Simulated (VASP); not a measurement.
# Mg (Fm-3m) in VASP: single point with LDA

Aim: the single point of Mg with LDA.

All numbers are computed with VASP 6.6.1; they aren't measurements. Logs are shortened: lines on timing, memory, paths and dates and some standing lists are left out, and cuts for length are marked.

### 1 Starting point

The structure is cubic, space group Fm-3m (No. 225). The conventional cell has a = 4.489 Å, b = 4.489 Å, c = 4.489 Å, α = 90.00°, β = 90.00°, γ = 90.00°. Mg (site symmetry m-3m) is surrounded by 12 Mg at 3.17 Å.

This isn't the form of Mg at room conditions, which is hcp.

### 2 Single point, LDA

File INCAR:

```
PREC = Accurate ; ENCUT = 520
EDIFF = 1E-6 ; ISMEAR = 0
SIGMA = 0.1 ; LREAL = False
LASPH = True ; NELM = 80
ALGO = Fast ; ISIF = 2
LWAVE = False ; LCHARG = True
GGA = CA ; LELF = True
LVHAR = True ; NBANDS = 7
```

File KPOINTS:

```
Automatic mesh
0
Gamma
  8 8 8
```

File POSCAR:

```
Mg
1.0
    0.0000000000      2.2442560000      2.2442560000
    2.2442560000      0.0000000000      2.2442560000
    2.2442560000      2.2442560000      0.0000000000
Mg
1
Direct
    0.0000000000      0.0000000000      0.0000000000
```

Potentials or basis: VASP PAW LDA potentials, release 64 (Mg).

Command:

```bash
cat potpaw_LDA.64/Mg/POTCAR > POTCAR
mpirun -np 1 vasp_std > vasp.out
```

OUTCAR:

```text
PREC = Accurate
   ENCUT = 520
   EDIFF = 1E-6
   ISMEAR = 0
   LREAL = False
   LASPH = True
   NELM = 80
   ISIF = 2
   GGA = CA

 ion  position               nearest neighbor table
   1  0.000  0.000  0.000-

  LATTYP: Found a face centered cubic cell.
 ALAT       =     4.4885120000

  Lattice vectors:

 A1 = (   0.0000000000,   2.2442560000,   2.2442560000)
 A2 = (   2.2442560000,   0.0000000000,   2.2442560000)
 A3 = (   2.2442560000,   2.2442560000,   0.0000000000)

Analysis of symmetry for initial positions (statically):
=====================================================================
 Subroutine PRICEL returns:
 Original cell was already a primitive cell.

 Routine SETGRP: Setting up the symmetry group for a
 face centered cubic supercell.

 Subroutine GETGRP returns: Found 48 space group operations
 (whereof 48 operations were pure point group operations)
 out of a pool of 48 trial point group operations.

The static configuration has the point symmetry O_h .

Analysis of symmetry for dynamics (positions and initial velocities):
=====================================================================
 Subroutine PRICEL returns:
 Original cell was already a primitive cell.

 Routine SETGRP: Setting up the symmetry group for a
 face centered cubic supercell.

 Subroutine GETGRP returns: Found 48 space group operations
 (whereof 48 operations were pure point group operations)
 out of a pool of 48 trial point group operations.

The dynamic configuration has the point symmetry O_h .

 Subroutine INISYM returns: Found 48 space group operations
 (whereof 48 operations are pure point group operations),
 and found     1 'primitive' translations

----------------------------------------------------------------------------------------

                                     Primitive cell

  volume of cell :      22.6072

  direct lattice vectors                    reciprocal lattice vectors
     0.000000000  2.244256000  2.244256000    -0.222790983  0.222790983  0.222790983
     2.244256000  0.000000000  2.244256000     0.222790983 -0.222790983  0.222790983
     2.244256000  2.244256000  0.000000000     0.222790983  0.222790983 -0.222790983

  length of vectors
     3.173857273  3.173857273  3.173857273     0.385885302  0.385885302  0.385885302

  position of ions in fractional coordinates (direct lattice)
     0.000000000  0.000000000  0.000000000

  ion indices of the primitive-cell ions
   primitive index   ion index
                 1           1

----------------------------------------------------------------------------------------

 KPOINTS: Automatic mesh

Automatic generation of k-mesh.
 Grid dimensions read from file:
 generate k-points for:    8    8    8

 Generating k-lattice:

  Cartesian coordinates                     Fractional coordinates (reciprocal lattice)
    -0.027848873  0.027848873  0.027848873     0.125000000  0.000000000  0.000000000
     0.027848873 -0.027848873  0.027848873     0.000000000  0.125000000  0.000000000
     0.027848873  0.027848873 -0.027848873     0.000000000  0.000000000  0.125000000

  Length of vectors
     0.048235663  0.048235663  0.048235663

  Shift w.r.t. Gamma in fractional coordinates (k-lattice)
     0.000000000  0.000000000  0.000000000

 Subroutine IBZKPT returns following result:
 ===========================================

 Found     29 irreducible k-points:

 Following reciprocal coordinates:
            Coordinates               Weight
  0.000000  0.000000  0.000000      1.000000
  0.125000  0.000000  0.000000      8.000000
  0.250000  0.000000  0.000000      8.000000
  0.375000  0.000000  0.000000      8.000000
  0.500000  0.000000  0.000000      4.000000
  0.125000  0.125000  0.000000      6.000000
[... 16 lines left out ...]
  0.500000  0.250000  0.125000     48.000000
 -0.375000  0.250000  0.125000     24.000000
 [... further k-points ...]
   k-points           NKPTS =     29   k-points in BZ     NKDIM =     29   number of bands    NBANDS=      7
   number of dos      NEDOS =    301   number of ions     NIONS =      1
   total plane-waves  NPLWV =  13824
   dimension x,y,z NGX =    24 NGY =   24 NGZ =   24
   dimension x,y,z NGXF=    48 NGYF=   48 NGZF=   48
   ions per type =               1
   NGX,Y,Z   is equivalent  to a cutoff of  12.57, 12.57, 12.57 a.u.
   NGXF,Y,Z  is equivalent  to a cutoff of  25.14, 25.14, 25.14 a.u.
 SYSTEM =  unknown system
   PREC   = accura    normal or accurate (medium, high low for compatibility)
   ISTART =      0    job   : 0-new  1-cont  2-samecut
   ICHARG =      2    charge: 1-file 2-atom 10-const
   ISPIN  =      1    spin polarized calculation?
   LNONCOLLINEAR =      F non collinear calculations
   LSORBIT =      F    spin-orbit coupling
   LASPH  =      T    aspherical Exc in radial PAW
   ENCUT  =  520.0 eV  38.22 Ry    6.18 a.u.   5.90  5.90  5.90*2*pi/ulx,y,z
   NELM   =     80;   NELMIN=  2; NELMDL= -5     # of ELM steps
   EDIFF  = 0.1E-05   stopping-criterion for ELM
   LREAL  =      F    real-space projection
   EDIFFG = 0.1E-04   stopping-criterion for IOM
   NSW    =      0    number of steps for IOM
   IBRION =     -1    ionic relax: 0-MD 1-quasi-New 2-CG
   NFREE  =      0    steps in history (QN), initial steepest desc. (CG)
   ISIF   =      2    stress and relaxation
   ISYM   =      2    0-nonsym 1-usesym 2-fastsym
   POTIM  = 0.5000    time-step for ionic-motion
   TEBEG  =    0.0;   TEEND  =   0.0 temperature during run
   PSTRESS=    0.0 pullay stress
   NELECT =       2.0000    total number of electrons
   NUPDOWN=      -1.0000    fix difference up-down
   EMIN   =  10.00;   EMAX   =-10.00  energy-range for DOS
   EFERMI =   0.00;   METHOD = LEGACY
   ISMEAR =     0;   SIGMA  =   0.10  broadening in eV -4-tet -1-fermi 0-gaus
   EFERMI_NEDOS =   21; number of points for ismear=-14 and -15
   IALGO  =     68    algorithm
   IMIX   =      4    mixing-type and parameters
     AMIX     =   0.40;   BMIX     =  1.00
     AMIX_MAG =   1.60;   BMIX_MAG =  1.00
  volume/ion in A,a.u.               =      22.61       152.56
  Fermi-wavevector in a.u.,A,eV,Ry     =   0.729462  1.378483  7.239854  0.532114
  Thomas-Fermi vector in A             =   1.821189
   LORBIT       =      0    0 simple, 1 ext, 2 COOP (PROOUT), +10 PAW based schemes
   GGA     = CA    functional components
   LHFCALC =     F    Hartree Fock is set to
   AEXX    =    0.0000 exact exchange contribution
   IVDW    =     0    specifies the selected vdW correction
   LEPSILON=     F    determine dielectric tensor
   LRPA    =     F    only Hartree local field effects (RPA)
 non-spin polarized calculation
 RMM-DIIS sequential band-by-band and
 Gauss-broadening in eV      SIGMA  =   0.10
  energy-cutoff  :      520.00
  volume of cell :       22.61
 maximum number of plane-waves:       620
   NGX = 11   NGY = 11   NGZ = 11

 number of electron       2.0000000 magnetization

 Free energy of the ion-electron system (eV)
  ---------------------------------------------------
  ext. energy  EPLUGINS =         0.00000000
  ---------------------------------------------------
  free energy    TOTEN  =        -1.79263812 eV

  energy without entropy =       -1.78672162  energy(sigma->0) =       -1.78967987

 E-fermi :   2.2558     XC(G=0):  -8.7292

 val. band max:        2.1745325402   @ k =  -0.3750   0.3750   0.1250
 cond. band min:       2.2629380696   @ k =   0.5000   0.1250   0.0000
 fundamental gap:      0.0884055294
 Fermi energy:         2.2558464991

 k-point     1 :       0.0000    0.0000    0.0000
  band No.  band energies     occupation
      1      -4.4365      2.00000
      2      14.9369      0.00000
      3      14.9369      0.00000
      4      14.9369      0.00000
      5      16.8141      0.00000
      6      16.8141      0.00000
      7      16.8141      0.00000

 k-point     2 :       0.1250    0.0000    0.0000
  band No.  band energies     occupation
      1      -4.0864      2.00000
      2      11.4916      0.00000
      3      14.3362      0.00000
      4      14.3362      0.00000
      5      16.7080      0.00000
      6      17.9919      0.00000
      7      17.9919      0.00000

 k-point     3 :       0.2500    0.0000    0.0000
  band No.  band energies     occupation
      1      -3.0439      2.00000
      2       7.5090      0.00000
      3      13.7555      0.00000
      4      13.7555      0.00000
      5      16.2054      0.00000
      6      16.9981      0.00000
      7      16.9981      0.00000

 k-point     4 :       0.3750    0.0000    0.0000
  band No.  band energies     occupation
      1      -1.3319      2.00000
      2       3.9957      0.00000
      3      13.6527      0.00000
      4      13.6527      0.00000
      5      15.3878      0.00000
      6      15.3878      0.00000
      7      16.1103      0.00000

 k-point     5 :       0.5000    0.0000    0.0000
  band No.  band energies     occupation
      1       0.8435      2.00000
      2       1.2171      2.00000
      3      13.8639      0.00000
      4      13.8639      0.00000
      5      14.5986      0.00000
      6      14.5986      0.00000
      7      16.2984      0.00000
[... 161 lines left out ...]
 k-point    22 :       0.3750    0.2500    0.1250
  band No.  band energies     occupation
      1      -2.1269      2.00000
      2       7.7945      0.00000
      3       9.0743      0.00000
      4      11.9683      0.00000
      5      14.5850      0.00000
      6      16.4318      0.00000
      7      18.6777      0.00000

 k-point    23 :       0.5000    0.2500    0.1250
  band No.  band energies     occupation
      1      -0.4328      2.00000
      2       4.8054      0.00000
      3       8.4328      0.00000
      4      10.2742      0.00000
      5      15.2097      0.00000
      6      16.9693      0.00000
      7      18.8121      0.00000

 k-point    24 :      -0.3750    0.2500    0.1250
  band No.  band energies     occupation
      1       1.6931      2.00000
      2       2.1136      1.95578
      3       8.5946      0.00000
      4       9.4547      0.00000
      5      15.7783      0.00000
      6      15.8955      0.00000
      7      21.7733      0.00000

 [... further k-points ...]
[... 5 lines left out ...]
  --------------------------------------------------------------------------------------
  -------------------------------------------------------------------------------------
  Total       -0.2175387     -0.2175387     -0.2175387     -0.0000000      0.0000000      0.0000000
  in kB      -15.4169995    -15.4169995    -15.4169995     -0.0000000      0.0000000      0.0000000
  external PRESSURE =     -15.4169995 kB  Pullay stress =       0.0000000 kB

 VOLUME and BASIS-vectors are now :
 -----------------------------------------------------------------------------
  energy-cutoff  :      520.00
  volume of cell :       22.61
      direct lattice vectors                 reciprocal lattice vectors
     0.000000000  2.244256000  2.244256000    -0.222790983  0.222790983  0.222790983
     2.244256000  0.000000000  2.244256000     0.222790983 -0.222790983  0.222790983
     2.244256000  2.244256000  0.000000000     0.222790983  0.222790983 -0.222790983

 POSITION                                       TOTAL-FORCE (eV/Angst)
 -----------------------------------------------------------------------------------
      0.00000      0.00000      0.00000         0.000000      0.000000      0.000000
 -----------------------------------------------------------------------------------
    total drift:                               -0.000000      0.000000      0.000000

  FREE ENERGIE OF THE ION-ELECTRON SYSTEM (eV)
  ---------------------------------------------------
  free  energy   TOTEN  =        -1.7926381218 eV

  energy  without entropy=       -1.7867216188  energy(sigma->0) =       -1.78967987
```

It took 1.7 s on 1 thread of Intel Xeon 6975P-C (Granite Rapids), shared host; peak memory 0.12 GiB.

Results:

```yaml
Free_energy: -1.7926 eV
Pressure: -1.5 GPa
Band_gap_on_the_k_mesh: none (metal or under the smearing width)
```

Levels at points of the mesh, in eV from the Fermi level:
| k point | band 1 | band 2 | band 3 | band 4 | band 5 | band 6 |
| --- | --- | --- | --- | --- | --- | --- |
| (0.00, 0.00, 0.00) | -6.69 | 12.68 | 12.68 | 12.68 | 14.56 | 14.56 |
| (0.50, 0.00, 0.00) | -1.41 | -1.04 | 11.61 | 11.61 | 12.34 | 12.34 |
| (0.50, 0.50, 0.00) | 0.07 | 1.08 | 6.44 | 7.24 | 7.24 | 10.07 |
